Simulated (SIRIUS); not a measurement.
# Ti (P6_3/mmc) in SIRIUS: notebook, part 2 of 2

SIRIUS 7.12.0. Earlier steps stand in the parts before.

### 3 Single point, PBE

sirius.json

```json
{
  "control": {
    "processing_unit": "cpu",
    "verbosity": 2,
    "num_bands_to_print": 20,
    "print_forces": true,
    "print_stress": true
  },
  "parameters": {
    "electronic_structure_method": "pseudopotential",
    "xc_functionals": ["XC_GGA_X_PBE", "XC_GGA_C_PBE"],
    "gk_cutoff": 9.3,
    "pw_cutoff": 18.6,
    "ngridk": [10, 10, 6],
    "shiftk": [0, 0, 0],
    "smearing": "fermi_dirac",
    "smearing_width": 0.0018374661,
    "num_bands": 20,
    "num_mag_dims": 0,
    "num_dft_iter": 100,
    "energy_tol": 1e-08,
    "density_tol": 1e-06
  },
  "iterative_solver": {
    "type": "davidson",
    "min_tolerance": 1e-10
  },
  "mixer": {
    "type": "anderson",
    "beta": 0.7,
    "max_history": 8
  },
  "settings": {
    "tol_ne": 1e-10,
    "pseudo_grid_cutoff": 6.5
  },
  "unit_cell": {
    "lattice_vectors": [
      [1.0, 0.0, 0.0],
      [-0.5, 0.866025403797, 0.0],
      [0.0, 0.0, 1.586440677966]
    ],
    "lattice_vectors_scale": 5.5746920676,
    "atom_coordinate_units": "lattice",
    "atom_types": ["Ti"],
    "atom_files": {
      "Ti": "Ti.json"
    },
    "atoms": {
      "Ti": [
        [0.6666666667, 0.3333333333, 0.75],
        [0.3333333333, 0.6666666667, 0.25]
      ]
    }
  }
}
```

Potentials or basis: in-house norm-conserving set, PBE (scalar relativistic).

On the command line:

```console
$ upf_to_json Ti.upf
$ OMP_NUM_THREADS=1 sirius.scf --input=sirius.json --output=out.json --task=0
```

Log:

```text
[... set-up lines left out ...]
[find] | SCF iteration   1 out of 100|
[find] +------------------------------+
[diagonalize] iterative solver tolerance (occupied, empty): 0.005 0.005
[diagonalize] average number of iterations: 1.03571
[... band energies of this cycle ...]
[find] Charges and magnetic moments
[find] --------------------------------------------------------------------------------
[find] total charge          : 24.000000
[find] Energy
[find] --------------------------------------------------------------------------------
[find] valence_eval_sum               :     -12.03653969
[find] <rho|V^{XC}>                   :     -19.51509701
[find] <rho|E^{XC}>                   :     -17.48143704
[find] <mag|B^{XC}>                   :       0.00000000
[find] <rho|V^{H}>                    :      49.27877544
[find] one-electron contribution      :     -41.80021812 (Ha),     -83.60043624 (Ry)
[find] hartree contribution           :      24.63938772
[find] xc contribution                :     -17.48143704
[find] ewald contribution             :     -84.54103900
[find] PAW contribution               :       0.00000000
[find] smearing (-TS)                 :      -0.00077254
[find] SCF correction                 :       0.23996709
[find] Total energy                   :    -118.94333935 (Ha),    -237.88667871 (Ry)
[find] Free energy (E-TS)             :    -118.94411189 (Ha),    -237.88822379 (Ry)
[find] band gap (eV)                  :       0.00000000
[find] Efermi                         :       0.47688017
[find] iteration : 1, RMS (target) : 3.7552e-02 (1.0000e-06) , energy difference (target) : -8.4311e-03 (1.0000e-08)
[find] | SCF iteration   2 out of 100|
[diagonalize] iterative solver tolerance (occupied, empty): 0.0025 0.0025
[diagonalize] average number of iterations: 1
[... levels, occupations and energy terms ...]
[find] Total energy                   :    -118.94423740 (Ha),    -237.88847480 (Ry)
[find] Free energy (E-TS)             :    -118.94495424 (Ha),    -237.88990848 (Ry)
[find] band gap (eV)                  :       0.00000000
[find] Efermi                         :       0.48287900
[find] iteration : 2, RMS (target) : 8.5152e-03 (1.0000e-06) , energy difference (target) : -8.9804e-04 (1.0000e-08)
[find] | SCF iteration   3 out of 100|
[diagonalize] iterative solver tolerance (occupied, empty): 0.000851522 0.000851522
[diagonalize] average number of iterations: 1.01786
[find] Total energy                   :    -118.94432807 (Ha),    -237.88865614 (Ry)
[find] Free energy (E-TS)             :    -118.94504527 (Ha),    -237.89009053 (Ry)
[find] band gap (eV)                  :       0.00000000
[find] Efermi                         :       0.48267362
[find] iteration : 3, RMS (target) : 1.3245e-03 (1.0000e-06) , energy difference (target) : -9.0673e-05 (1.0000e-08)
[find] | SCF iteration   4 out of 100|
[diagonalize] iterative solver tolerance (occupied, empty): 0.000132454 0.000132454
[diagonalize] average number of iterations: 1.60714
[find] Total energy                   :    -118.94436012 (Ha),    -237.88872025 (Ry)
[... 109 lines left out ...]
[diagonalize] iterative solver tolerance (occupied, empty): 4.91416e-09 4.91416e-09
[diagonalize] average number of iterations: 1.39286
[find] Total energy                   :    -118.94439142 (Ha),    -237.88878285 (Ry)
[find] Free energy (E-TS)             :    -118.94510844 (Ha),    -237.89021688 (Ry)
[find] band gap (eV)                  :       0.00000000
[find] Efermi                         :       0.48254734
[find] iteration : 18, RMS (target) : 2.8376e-06 (1.0000e-06) , energy difference (target) : -4.9215e-09 (1.0000e-08)
[find] | SCF iteration  19 out of 100|
[diagonalize] iterative solver tolerance (occupied, empty): 2.45708e-09 2.45708e-09
[diagonalize] average number of iterations: 1.28571
[find] Total energy                   :    -118.94439142 (Ha),    -237.88878285 (Ry)
[find] Free energy (E-TS)             :    -118.94510844 (Ha),    -237.89021689 (Ry)
[find] band gap (eV)                  :       0.00000000
[find] Efermi                         :       0.48254723
[find] iteration : 19, RMS (target) : 1.1892e-06 (1.0000e-06) , energy difference (target) : -1.2465e-09 (1.0000e-08)
[find] bands are converged : true
[find] iterative solver converged : false
[find] +------------------------------+
[find] | SCF iteration  20 out of 100|
[find] +------------------------------+
[... 16 lines left out ...]
[find] total charge          : 24.000000
[find] Energy
[find] --------------------------------------------------------------------------------
[find] valence_eval_sum               :     -11.80901194
[find] <rho|V^{XC}>                   :     -19.51650371
[find] <rho|E^{XC}>                   :     -17.48298119
[find] <mag|B^{XC}>                   :       0.00000000
[find] <rho|V^{H}>                    :      49.25572958
[find] one-electron contribution      :     -41.54823780 (Ha),     -83.09647560 (Ry)
[find] hartree contribution           :      24.62786479
[find] xc contribution                :     -17.48298119
[find] ewald contribution             :     -84.54103900
[find] PAW contribution               :       0.00000000
[find] smearing (-TS)                 :      -0.00071702
[find] SCF correction                 :       0.00000178
[find] Total energy                   :    -118.94439142 (Ha),    -237.88878285 (Ry)
[find] Free energy (E-TS)             :    -118.94510844 (Ha),    -237.89021689 (Ry)
[find] band gap (eV)                  :       0.00000000
[find] Efermi                         :       0.48254716
[find] iteration : 20, RMS (target) : 7.7552e-07 (1.0000e-06) , energy difference (target) : 8.3105e-11 (1.0000e-08)
[find] bands are converged : true
[find] iterative solver converged : false
[find] converged after 21 SCF iterations!
[find] Charges and magnetic moments
[find] --------------------------------------------------------------------------------
[find] total charge          : 24.000000
[find] Energy
[find] --------------------------------------------------------------------------------
[find] valence_eval_sum               :     -11.80901194
[find] <rho|V^{XC}>                   :     -19.51650371
[find] <rho|E^{XC}>                   :     -17.48298119
[find] <mag|B^{XC}>                   :       0.00000000
[find] <rho|V^{H}>                    :      49.25572958
[find] one-electron contribution      :     -41.54823780 (Ha),     -83.09647560 (Ry)
[find] hartree contribution           :      24.62786479
[find] xc contribution                :     -17.48298119
[find] ewald contribution             :     -84.54103900
[find] PAW contribution               :       0.00000000
[find] smearing (-TS)                 :      -0.00071702
[find] SCF correction                 :       0.00000178
[find] Total energy                   :    -118.94439142 (Ha),    -237.88878285 (Ry)
[find] Free energy (E-TS)             :    -118.94510844 (Ha),    -237.89021689 (Ry)
[find] band gap (eV)                  :       0.00000000
[find] Efermi                         :       0.48254716
[ground_state] === stress tensor components [kbar] ===
[ground_state] === stress_kin ===
[ground_state] -39397.899395    0.000000    0.000000
[ground_state]     0.000000-39397.899394   -0.000000
[ground_state]     0.000000   -0.000000-39099.367497
[ground_state] === stress_har ===
[ground_state] -9943.952926    0.000000    0.000000
[ground_state]     0.000000-9943.952926    0.000000
[ground_state]     0.000000    0.000000-10553.678264
[ground_state] === stress_ewald ===
[ground_state] 35258.779959    0.000000   -0.000000
[ground_state]     0.00000035258.779958   -0.000000
[ground_state]    -0.000000   -0.00000033980.461802
[ground_state] === stress_vloc ===
[ground_state]  7300.745681    0.000000    0.000000
[ground_state]     0.000000 7300.745681    0.000000
[ground_state]     0.000000    0.000000 8967.608386
[ground_state] === stress_xc ===
[ground_state]  2786.377940   -0.000000    0.000000
[ground_state]    -0.000000 2786.377940    0.000000
[ground_state]     0.000000    0.000000 2785.620035
[ground_state] === stress_core ===
[ground_state]  3785.298425   -0.000000    0.000000
[ground_state]    -0.000000 3785.298425   -0.000000
[ground_state]     0.000000   -0.000000 3781.830224
[ground_state] === stress_nonloc ===
[ground_state]   223.773098    0.000000   -0.000000
[ground_state]     0.000000  223.773098   -0.000000
[ground_state]    -0.000000   -0.000000  154.597058
[ground_state] === stress_us_nl ===
[ground_state]   223.773098    0.000000   -0.000000
[ground_state]     0.000000  223.773098   -0.000000
[ground_state]    -0.000000   -0.000000  154.597058
[ground_state] === stress_total ===
[ground_state]    13.122782   -0.000000   -0.000000
[ground_state]    -0.000000   13.122782   -0.000000
[ground_state]    -0.000000   -0.000000   17.071744
[ground_state] ==== total Forces in Ha/bohr =====
[ground_state] atom:    0, force:      -0.0000000      0.0000000     -0.0000000
[ground_state] atom:    1, force:       0.0000000     -0.0000000      0.0000000
[ground_state] ==== ultrasoft contribution from Qij =====
[ground_state] atom:    0, force:       0.0000000      0.0000000      0.0000000
[ground_state] atom:    1, force:       0.0000000      0.0000000      0.0000000
[ground_state] ==== non-local contribution from Beta-projector =====
[ground_state] atom:    0, force:      -0.0000000      0.0000000     -0.0000000
[ground_state] atom:    1, force:       0.0000000     -0.0000000      0.0000000
[ground_state] ==== contribution from local potential =====
[ground_state] atom:    0, force:       0.0000000     -0.0000000      0.0000000
[ground_state] atom:    1, force:      -0.0000000      0.0000000      0.0000000
[ground_state] ==== contribution from core density =====
[ground_state] atom:    0, force:       0.0000000     -0.0000000      0.0000000
[ground_state] atom:    1, force:       0.0000000      0.0000000     -0.0000000
[ground_state] ==== Ewald forces from ions =====
[ground_state] atom:    0, force:       0.0000000      0.0000000      0.0000000
[ground_state] atom:    1, force:       0.0000000      0.0000000      0.0000000
[~DFT_ground_state] local op. applied: 45554
[~DFT_ground_state] evp. work count: 9206.32
[~DFT_ground_state] number of iterative solver steps: 1524
```

Wall time 59 s (1 thread of Intel Xeon 6975P-C (Granite Rapids), shared host); peak memory 0.39 GiB.

What came out:

```
Free energy            : -3236.6613 eV
Pressure               : -1.4 GPa
Band gap on the k mesh : none (metal or under the smearing width)
```

### 4 Single point, PBE

sirius.json: that of step 3 with these lines changed.

```diff
@@ -11,4 +11,4 @@
     "xc_functionals": ["XC_GGA_X_PBE", "XC_GGA_C_PBE"],
-    "gk_cutoff": 9.3,
-    "pw_cutoff": 18.6,
+    "gk_cutoff": 7.8,
+    "pw_cutoff": 22.1,
     "ngridk": [10, 10, 6],
@@ -33,4 +33,3 @@
   "settings": {
-    "tol_ne": 1e-10,
-    "pseudo_grid_cutoff": 6.5
+    "tol_ne": 1e-10
   },
```

Potentials or basis: SSSP 1.3.0 PBE efficiency.

On the command line:

```console
$ upf_to_json ti_pbe_v1.4.uspp.F.UPF
$ OMP_NUM_THREADS=1 sirius.scf --input=sirius.json --output=out.json --task=0
```

It took 39 s on 1 thread of Intel Xeon 6975P-C (Granite Rapids), shared host; peak memory 0.41 GiB.

It converged, with:

| Property | Result |
| --- | --- |
| Free energy | -3244.9809 eV |
| Pressure | -1.5 GPa |
| Band gap on the k mesh | none (metal or under the smearing width) |

Stress tensor (GPa, compression positive):
```
-1.36  0.00  0.00
 0.00 -1.36  0.00
 0.00  0.00 -1.75
```

### 5 Single point, PBE

sirius.json: that of step 4 with these lines changed.

```diff
@@ -11,4 +11,4 @@
     "xc_functionals": ["XC_GGA_X_PBE", "XC_GGA_C_PBE"],
-    "gk_cutoff": 7.8,
-    "pw_cutoff": 22.1,
+    "gk_cutoff": 9.2,
+    "pw_cutoff": 18.4,
     "ngridk": [10, 10, 6],
@@ -33,3 +33,4 @@
   "settings": {
-    "tol_ne": 1e-10
+    "tol_ne": 1e-10,
+    "pseudo_grid_cutoff": 6.5
   },
@@ -37,7 +38,6 @@
     "lattice_vectors": [
-      [1.0, 0.0, 0.0],
-      [-0.5, 0.866025403797, 0.0],
-      [0.0, 0.0, 1.586440677966]
+      [5.574692067646, 0.0, 0.0],
+      [-2.787346033823, 4.827824948925, 0.0],
+      [0.0, 0.0, 8.843918263249]
     ],
-    "lattice_vectors_scale": 5.5746920676,
     "atom_coordinate_units": "lattice",
```

Potentials or basis: PseudoDojo 0.5 PBE standard (scalar relativistic).

On the command line:

```console
$ upf_to_json Ti.upf
$ OMP_NUM_THREADS=1 sirius.scf --input=sirius.json --output=out.json --task=0
```

Log:

```text
[info] SIRIUS version : 7.12.0
[info] number of MPI ranks           : 1
[info] MPI grid                      : 1 1
[info] maximum number of OMP threads : 1
[fft] FFT context for density and potential
[fft] =====================================
[fft]   comm size                             : 1
[fft]   plane wave cutoff                     : 18.4
[fft]   grid size                             : 36 36 54   total : 69984
[fft]   grid limits                           : -17 18   -17 18   -26 27
[fft]   number of G-vectors within the cutoff : 12542
[fft]   local number of G-vectors             : 12542
[fft]   number of G-shells                    : 1320
[fft] FFT context for coarse grid
[fft] =====================================
[fft]   comm size                             : 1
[fft]   plane wave cutoff                     : 18.4
[fft]   grid size                             : 36 36 54   total : 69984
[fft]   grid limits                           : -17 18   -17 18   -26 27
[fft]   number of G-vectors within the cutoff : 12542
[fft]   local number of G-vectors             : 12542
[fft]   number of G-shells                    : 1320
[unit cell] lattice vectors
[unit cell]   a1 :       5.5746920676      0.0000000000      0.0000000000
[unit cell]   a2 :      -2.7873460338      4.8278249489      0.0000000000
[unit cell]   a3 :       0.0000000000      0.0000000000      8.8439182632
[unit cell] reciprocal lattice vectors
[unit cell]   b1 :       1.1270910090      0.6507262974     -0.0000000000
[unit cell]   b2 :       0.0000000000      1.3014525948      0.0000000000
[unit cell]   b3 :       0.0000000000     -0.0000000000      0.7104526659
[unit cell] unit cell volume :       238.02200975 [a.u.^3]
[unit cell] 1/sqrt(omega)    :         0.06481738
[unit cell] MT volume        :         0.00000000 ( 0.00%)
[unit cell] IT volume        :       238.02200975 (100.00%)
[unit cell] number of atom types : 1
[unit cell] type id : 0 symbol : Ti mt_radius :  15.850000 num_atoms : 2
[unit cell] total number of atoms : 2
[unit cell] number of symmetry classes : 1
[unit cell] number of PAW atoms : 0
[unit cell] atom id  type id  class id             position                      vector_field
[unit cell] ------------------------------------------------------------------------------------------
[unit cell]      0        0        0      0.66667   0.33333   0.75000      0.00000   0.00000   0.00000
[unit cell]      1        0        0      0.33333   0.66667   0.25000      0.00000   0.00000   0.00000
[unit cell] atom id         position (Cartesian, a.u.)
[... 377 lines left out ...]
[find] <mag|B^{XC}>                   :       0.00000000
[find] <rho|V^{H}>                    :      48.82630255
[find] one-electron contribution      :     -41.14500605 (Ha),     -82.29001211 (Ry)
[find] hartree contribution           :      24.41315128
[find] xc contribution                :     -17.43735699
[find] ewald contribution             :     -84.54103900
[find] PAW contribution               :       0.00000000
[find] smearing (-TS)                 :      -0.00071615
[find] SCF correction                 :      -0.00000396
[find] Total energy                   :    -118.71025472 (Ha),    -237.42050945 (Ry)
[find] Free energy (E-TS)             :    -118.71097088 (Ha),    -237.42194175 (Ry)
[find] band gap (eV)                  :       0.00000000
[find] Efermi                         :       0.48366397
[ground_state] === stress tensor components [kbar] ===
[ground_state] === stress_kin ===
[ground_state] -38773.974057    0.000000   -0.000000
[ground_state]     0.000000-38773.974056    0.000000
[ground_state]    -0.000000    0.000000-38492.117618
[ground_state] === stress_har ===
[ground_state] -9855.987427    0.000000    0.000000
[ground_state]     0.000000-9855.987426    0.000000
[ground_state]     0.000000    0.000000-10464.209904
[ground_state] === stress_ewald ===
[ground_state] 35258.779958    0.000000    0.000000
[ground_state]     0.00000035258.779957   -0.000000
[ground_state]     0.000000   -0.00000033980.461801
[ground_state] === stress_vloc ===
[ground_state] 10498.379719    0.000000    0.000000
[ground_state]     0.00000010498.379718    0.000000
[ground_state]     0.000000    0.00000012144.352786
[ground_state] === stress_xc ===
[ground_state]  2777.001758    0.000000    0.000000
[ground_state]     0.000000 2777.001757   -0.000000
[ground_state]     0.000000   -0.000000 2776.301439
[ground_state] === stress_core ===
[ground_state]  3771.035640    0.000000    0.000000
[ground_state]     0.000000 3771.035640    0.000000
[ground_state]     0.000000    0.000000 3767.943223
[ground_state] === stress_nonloc ===
[ground_state] -3662.410976    0.000000    0.000000
[ground_state]     0.000000-3662.410976   -0.000000
[ground_state]     0.000000   -0.000000-3696.030256
[ground_state] === stress_us_nl ===
[ground_state] -3662.410976    0.000000    0.000000
[ground_state]     0.000000-3662.410976   -0.000000
[ground_state]     0.000000   -0.000000-3696.030256
[ground_state] === stress_total ===
[ground_state]    12.824615    0.000000    0.000000
[ground_state]     0.000000   12.824615   -0.000000
[ground_state]     0.000000   -0.000000   16.701471
[ground_state] ==== total Forces in Ha/bohr =====
[ground_state] atom:    0, force:      -0.0000000     -0.0000000      0.0000000
[ground_state] atom:    1, force:       0.0000000      0.0000000     -0.0000000
[ground_state] ==== ultrasoft contribution from Qij =====
[ground_state] atom:    0, force:       0.0000000      0.0000000      0.0000000
[ground_state] atom:    1, force:       0.0000000      0.0000000      0.0000000
[ground_state] ==== non-local contribution from Beta-projector =====
[ground_state] atom:    0, force:       0.0000000     -0.0000000      0.0000000
[ground_state] atom:    1, force:       0.0000000      0.0000000      0.0000000
[ground_state] ==== contribution from local potential =====
[ground_state] atom:    0, force:       0.0000000      0.0000000      0.0000000
[ground_state] atom:    1, force:       0.0000000      0.0000000     -0.0000000
[ground_state] ==== contribution from core density =====
[ground_state] atom:    0, force:       0.0000000     -0.0000000      0.0000000
[ground_state] atom:    1, force:       0.0000000      0.0000000      0.0000000
[ground_state] ==== Ewald forces from ions =====
[ground_state] atom:    0, force:      -0.0000000      0.0000000      0.0000000
[ground_state] atom:    1, force:       0.0000000     -0.0000000      0.0000000
[~DFT_ground_state] local op. applied: 43983
[~DFT_ground_state] evp. work count: 8914.85
[~DFT_ground_state] number of iterative solver steps: 1523
```

Run time: 51 s. Hardware: 1 thread of Intel Xeon 6975P-C (Granite Rapids), shared host; peak memory 0.38 GiB.

What came out:

* Free energy: -3230.2901 eV
* Pressure: -1.4 GPa
* Band gap on the k mesh: none (metal or under the smearing width)

Stress tensor (GPa, compression positive):
```
-1.28  0.00  0.00
 0.00 -1.28  0.00
 0.00  0.00 -1.67
```

### 6 The runs side by side

```csv
potentials or basis,cutoff (eV),radial cutoff for the potentials' integrals,gap on the mesh (eV),pressure (GPa)
PseudoDojo 0.4 PBE stringent (scalar relativistic),1152,6.5 bohr,none,-1.4
"in-house norm-conserving set, PBE (scalar relativistic)",1177,6.5 bohr,none,-1.4
SSSP 1.3.0 PBE efficiency,828,-,none,-1.5
PseudoDojo 0.5 PBE standard (scalar relativistic),1152,6.5 bohr,none,-1.4
```

Alike in all rows: task single point; level PBE; no spin polarisation; cell as given; k mesh 10 × 10 × 6; smearing fermi-dirac 0.05 eV.

Total energies depend on the potentials used, so only differences within one code and one set of settings carry meaning.
